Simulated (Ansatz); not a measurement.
**VN (rocksalt type): a single-point run**

Aim: a sound single-point run of VN (rocksalt type). The structure is shown as the input types it.

Computed with Ansatz 0.2.0 (DFT, LDA, all-electron LAPW, scalar-relativistic, unless a step's input says otherwise).

## Step 1: The structure to begin with

Symmetry: Fm-3m, No. 225, cubic system. Conventional cell: a = 3.754 Å, b = 3.754 Å, c = 3.754 Å, α = 90.00°, β = 90.00°, γ = 90.00°. V (site symmetry m-3m) is surrounded by 6 N at 1.88 Å. N (site symmetry m-3m) has 6 V at 1.88 Å as nearest neighbours.

Coordinates:

```
CELL_PARAMETERS angstrom
0.00000 1.87676 1.87676
1.87676 0.00000 1.87676
1.87676 1.87676 0.00000
ATOMIC_POSITIONS crystal
V 0.00000 0.00000 0.00000
N 0.50000 0.50000 0.50000
```

## Step 2: The run

Contents of input.yaml:

```yaml
crystal:
  lattice:
    - [0.0, 1.8767592035, 1.8767592035]
    - [1.8767592035, 0.0, 1.8767592035]
    - [1.8767592035, 1.8767592035, 0.0]
  atoms:
    - { symbol: V, position: [0.0, 0.0, 0.0] }
    - { symbol: "N", position: [0.5, 0.5, 0.5] }
kpoints:
  mp_grid: { grid: [1, 1, 1] }
scf:
  occupations: { method: fermi_dirac, width: 0.1 }
  max_iter: 50
hamiltonian:
  xc: lda
  pseudopotentials: { kind: all_electron, lapw: { basis_error: 0.001 } }
output:
  forces: true
  stress: true
  eigenvalues: true
  populations: true
```

Command:

```bash
ansatz run input.yaml --threads 1 --pin off --max-ram 2048MiB --backend cpu --events-out ev --progress --plain --runs-dir out
```

What happens when this is run?

The program finished normally. It gives a pressure of 389 GPa, which is large; a structure far from rest gives such values too, whatever the setting.

The suspect setting: kpoints.mp_grid.grid is [1, 1, 1]. The zone is sampled at a single point, which suits only large cells or molecules.

Run again and compare: set kpoints.mp_grid.grid to [17, 17, 17].
